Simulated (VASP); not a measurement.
Input of a VASP 6.6.1 run:

Contents of POSCAR:

```
LiH
1.0
    2.5069900000      0.0000000000      0.0000000000
    0.0000000000      2.5069900000      0.0000000000
    0.0000000000      0.0000000000      2.5069900000
Li H
1 1
Direct
    0.5000000000      0.5000000000      0.5000000000
    0.0000000000      0.0000000000      0.0000000000
```

The input INCAR.step1:

```
PREC = Accurate
ENCUT = 520
EDIFF = 1E-5
ISMEAR = -1
SIGMA = 0.05
LREAL = False
LASPH = True
NELM = 100
ALGO = Normal
ISIF = 2
LWAVE = True
GGA = PE
```

File INCAR.step2:

```
PREC = Accurate
ENCUT = 520
EDIFF = 1E-6
ISMEAR = -1
SIGMA = 0.05
LREAL = False
LASPH = True
NELM = 100
ALGO = Normal
ISIF = 2
LWAVE = False
LCHARG = False
GGA = PE
LHFCALC = True
AEXX = 0.2
PRECFOCK = Fast
HFRCUT = -1
ISTART = 1
```

The input KPOINTS:

```
regular mesh
0
Gamma
  6 6 6
```

Potentials or basis: VASP PAW PBE potentials, release 64 (Li_sv, H).

Run with:

```console
$ cat potpaw_PBE.64/Li_sv/POTCAR potpaw_PBE.64/H/POTCAR > POTCAR
$ cp INCAR.step1 INCAR
$ mpirun -np 1 vasp_std > vasp.out
$ cp INCAR.step2 INCAR
$ mpirun -np 1 vasp_std > vasp.out
```

Q: Estimate the band gap on the k mesh.

A: 1.90 eV, indirect (least direct gap 5.64 eV).

 A k mesh can miss the band edges.
